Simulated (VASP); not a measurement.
Here is a VASP 6.6.1 calculation.

File INCAR:

```
SYSTEM = WS2
PREC     = Accurate       ! precision mode
ENCUT    = 520            ! plane-wave cutoff, eV
EDIFF    = 1E-7           ! SCF threshold, eV
ISMEAR   = 0              ! smearing method
SIGMA    = 0.02           ! smearing width, eV
LREAL    = .FALSE.        ! projectors in reciprocal space
LASPH    = .TRUE.         ! aspherical terms in the spheres
NELM     = 80             ! most SCF steps
ALGO     = Fast           ! electronic algorithm
ISIF     = 2              ! what is computed and relaxed
LWAVE    = .FALSE.        ! write WAVECAR
LCHARG   = .TRUE.         ! write CHGCAR
GGA      = PE             ! functional
LORBIT   = 11             ! projections on sites
LELF     = .TRUE.         ! ELF
LVHAR    = .TRUE.
```

The input KPOINTS:

```
regular mesh
0
G
  7 7 1
  0 0 0
```

POSCAR

```
WS2
1.0
    3.1829541699      0.0000000000      0.0000000000
   -1.5914770850      2.7565191702      0.0000000000
    0.0000000000      0.0000000000     28.5322178600
W S
3 6
Direct
    0.6666666667      0.3333333333      0.4343616800
    0.6666666667      0.3333333333      0.8855337800
    0.0000000000      0.0000000000      0.6592864300
    0.6666666667      0.3333333333      0.6046252100
    0.0000000000      0.0000000000      0.3797102500
    0.0000000000      0.0000000000      0.8308482800
    0.6666666667      0.3333333333      0.7139522100
    0.0000000000      0.0000000000      0.4890304200
    0.0000000000      0.0000000000      0.9401857300
```

Potentials or basis: VASP PAW PBE potentials, release 64 (W_sv, S).

Command:

```bash
$ cat potpaw_PBE.64/W_sv/POTCAR potpaw_PBE.64/S/POTCAR > POTCAR
$ mpirun -np 1 vasp_std > vasp.out
```

(1) Estimate the band gap on the k mesh.

(2) Estimate the largest force.

Answers

(1) 1.47 eV, indirect (least direct gap 2.39 eV).

(2) 0.267 eV/Å.

Caveat: spin-orbit coupling is left out, which moves the levels of the heavy elements.
